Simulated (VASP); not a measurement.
Pb: relaxation of cell and atoms with PBEsol

The system is Pb.

```
Pb
1.0
     3.48000    0.00000    0.00000
    -1.74000    3.01377    0.00000
     0.00000    0.00000    5.59000
Pb
2
Direct
  0.66667 0.33333 0.75000
  0.33333 0.66667 0.25000
```

This isn't the form of Pb at room conditions, which is fcc.

```
Program                : VASP 6.6.1
Task                   : relaxation of cell and atoms
Functional             : PBEsol
Potentials or basis    : VASP PAW PBE potentials, release 64 (Pb_d)
Cutoff                 : 600 eV
k mesh                 : 9 × 9 × 5
Occupations            : fermi-dirac, width 0.05 eV
Spin                   : no spin polarisation
Target pressure        : 30 GPa
Further INCAR settings : ALGO = Fast; EDIFF = 1e-07; IBRION = 2; EDIFFG = -0.01; NSW = 40; ISIF = 3
Target pressure        : 30 GPa
```

| Quantity | Value |
| --- | --- |
| Relaxed volume | 22.09 Å³/atom |
| Relaxed cell | a = 3.123 Å, b = 3.123 Å, c = 5.231 Å, α = 90.00°, β = 90.00°, γ = 120.00° |
| Space group after relaxing (to 0.05 Å) | P6_3/mmc (No. 194) |
| Energy change on relaxing (the enthalpy is what falls) | +528.8 meV/atom |
| Ionic steps | 11 |
| Pressure after relaxing | 30.0 GPa |
| Band gap on the k mesh | none (metal or under the smearing width) |

The path:
| step | energy change (eV) | largest force (eV/Å) | pressure (GPa) | volume (Å³) |
| --- | --- | --- | --- | --- |
| 1 | 0.0000 | 0.0000 | 1.09 | 58.63 |
| 2 | 18.4127 | 0.0000 | 403.32 | 24.21 |
| 3 | 1.2148 | 0.0000 | 22.34 | 46.40 |
| 4 | 0.8661 | 0.0000 | 25.53 | 45.36 |
| 5 | 1.1002 | 0.0000 | 30.50 | 44.01 |
| 6 | 1.0507 | 0.0000 | 29.45 | 44.28 |
| 7 | 1.0410 | 0.0000 | 29.60 | 44.28 |
| 8 | 1.0410 | 0.0000 | 29.63 | 44.28 |
| 9 | 1.0411 | 0.0000 | 29.65 | 44.28 |
| 10 | 1.0946 | 0.0000 | 30.74 | 43.99 |
| 11 | 1.0577 | 0.0000 | 30.05 | 44.19 |

Final structure:
```
Pb
1.0
     3.12321    0.00000    0.00000
    -1.56160    2.70478    0.00000
     0.00000    0.00000    5.23101
Pb
2
Direct
  0.66667 0.33333 0.75000
  0.33333 0.66667 0.25000
```

Levels at points of the mesh, in eV from the Fermi level:
```
           k point  band 10  band 11  band 12  band 13  band 14  band 15  band 16  band 17  band 18
(0.00, 0.00, 0.00)   -16.68   -14.25    -8.62    -5.97     8.07     8.07     9.35     9.67    10.52
```

Wall time 11 min on 1 thread of Intel(R) Xeon(R) Platinum 8375C CPU @ 2.90GHz (Ice Lake) (shared host), peak memory 0.23 GiB.

Caveat: the cell is relaxed towards a set pressure, so the enthalpy falls and the energy may rise; the volume moved by over 15 % at a fixed basis, so the end points are rough; the PAW data sets were made with another functional, which shifts forces and pressure a little. Spin-orbit coupling is left out, which matters for the levels of Pb.
